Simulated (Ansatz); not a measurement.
# Pd (omega type): how the settings move a single-point run

How sensitive is a single-point run of Pd (omega type) to its settings? A reference run comes first, then one run with altered input.

Method: reference: DFT, PBE, all-electron PAW with datasets made for the crystal, scalar-relativistic, in Ansatz 0.2.0.

1 further run of the same task is left out (for a known fault of the program).

### Step 1. The system as given

Symmetry: P6/mmm, No. 191, hexagonal system. Conventional cell: a = 4.504 Å, b = 4.504 Å, c = 2.681 Å, α = 90.00°, β = 90.00°, γ = 120.00°. Pd (site symmetry 6/mmm) is surrounded by 14 Pd at 2.68 to 2.93 Å. Pd (site symmetry -6m2) is surrounded by 11 Pd at 2.60 to 2.93 Å.

Coordinates:

```cif
data_structure
_symmetry_space_group_name_H-M 'P6/mmm'
_symmetry_Int_Tables_number 191
_cell_length_a 4.5042
_cell_length_b 4.5042
_cell_length_c 2.6806
_cell_angle_alpha 90.000
_cell_angle_beta 90.000
_cell_angle_gamma 120.000
_cell_volume 47.10
loop_
_atom_site_label
_atom_site_type_symbol
_atom_site_symmetry_multiplicity
_atom_site_Wyckoff_symbol
_atom_site_fract_x
_atom_site_fract_y
_atom_site_fract_z
_atom_site_occupancy
Pd1 Pd 1 a 0.00000 0.00000 0.00000 1
Pd2 Pd 2 d 0.33333 0.66667 0.50000 1
```

### Step 2. Baseline

Contents of input.yaml:

```yaml
crystal:
  lattice:
    - [4.5041502062, 0.0, 0.0]
    - [-2.2520751031, 3.900708501, 0.0]
    - [0.0, 0.0, 2.6805721929]
  atoms:
    - { symbol: Pd, position: [0.0, 0.0, 0.0] }
    - { symbol: Pd, position: [0.3333333333, 0.6666666667, 0.5] }
    - { symbol: Pd, position: [0.6666666667, 0.3333333333, 0.5] }
kpoints:
  mp_grid: { grid: [9, 9, 12] }
scf:
  occupations: { method: fermi_dirac, width: 0.1 }
hamiltonian:
  xc: pbe
  pseudopotentials: { kind: all_electron, datasets: crystal }
output:
  forces: true
  stress: true
  eigenvalues: true
```

Launch:

```console
$ ansatz run input.yaml --threads 1 --pin off --max-ram 3072MiB --backend cpu --events-out ev --progress --plain --runs-dir out
```

### Step 3. Changing settings: mp_grid.grid [11, 11, 15], mp_grid.shift [0.5, 0.5, 0.5], scf.algorithm density_mixing

Changes to input.yaml since step 2:

```diff
@@ -10,5 +10,6 @@
 kpoints:
-  mp_grid: { grid: [9, 9, 12] }
+  mp_grid: { grid: [11, 11, 15], shift: [0.5, 0.5, 0.5] }
 scf:
   occupations: { method: fermi_dirac, width: 0.1 }
+  algorithm: density_mixing
 hamiltonian:
```

Q: Predict the outcome of this session. Wanted: for each run, ending; energy change; pressure; gap; force.

The runs gave:

| run | ending | energy change | pressure (GPa) | gap (eV) | force (eV/Å) | cycles | time |
| --- | --- | --- | --- | --- | --- | --- | --- |
| reference | converged | 0 | -0.1 | 0.00 | 0.00 | 11 | 15 s |
| 1: mp_grid.grid [11, 11, 15], mp_grid.shift [0.5, 0.5, 0.5], scf.algorithm density_mixing | converged | +1.5 meV/atom | 0.0 | 0.00 | 0.00 | 11 | 42 s |

Residual by cycle in the longest SCF loop of each run; runs are numbered as in the table. The quantity is the density residual dr2, in eV.

| cycle | reference | run 1 |
| --- | --- | --- |
| 1 | 3.33 | 3.3 |
| 2 | 0.508 | 0.504 |
| 3 | 1.88 | 1.68 |
| 4 | 0.574 | 0.669 |
| 5 | 0.0267 | 0.0146 |
| 6 | 0.00985 | 0.0159 |
| 7 | 0.00425 | 0.00689 |
| 8 | 0.00152 | 0.00255 |
| 9 | 9.2e-5 | 1.5e-4 |
| 10 | 1.9e-6 | 2.3e-6 |
| 11 | 8.7e-8 | 3.3e-8 |

**Reading.** Changing the k-point mesh and solver moves the energy by +1.5 meV/atom. Sampling errors of the energy have no fixed sign. Of the settings changed, the mesh is the one that moves energies this far. Cost: 42 s against 15 s.
